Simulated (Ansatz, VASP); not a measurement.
Si4S: VASP beside Ansatz

```
Si S
1.0
     4.03344    0.00000    0.00000
    -2.01672    3.49306    0.00000
     0.00000    0.00000    6.69731
Si S
4 1
Direct
  0.33333 0.66667 0.70790
  0.66667 0.33333 0.70790
  0.66667 0.33333 0.29210
  0.33333 0.66667 0.29210
  0.00000 0.00000 0.00000
```

Alike in both runs: functional PBE; k mesh 12 × 12 × 6; occupations gaussian, width 0.1 eV; no spin polarisation.

Ansatz relaxed the structure, and its values are those at the end. VASP's run is a single point on that final structure, the one shown.

```csv
,VASP,Ansatz
version,VASP 6.6.1,Ansatz 0.2.0
potentials or method,"VASP PAW PBE potentials, release 64 (Si, S)","scalar-relativistic, plane waves, PAW"
plane-wave cutoff (eV),520,420
valence electrons in the cell,22,22
```

```csv
,VASP,Ansatz,Ansatz less VASP
gap on the k mesh at the Fermi level (eV),none,none,-
pressure (GPa),-0.1,0.0,+0.08
```

A gap of «none» marks a metal or a gap that the smearing closes. The functional is the same, so the differences come from potentials, cutoffs and numerics.
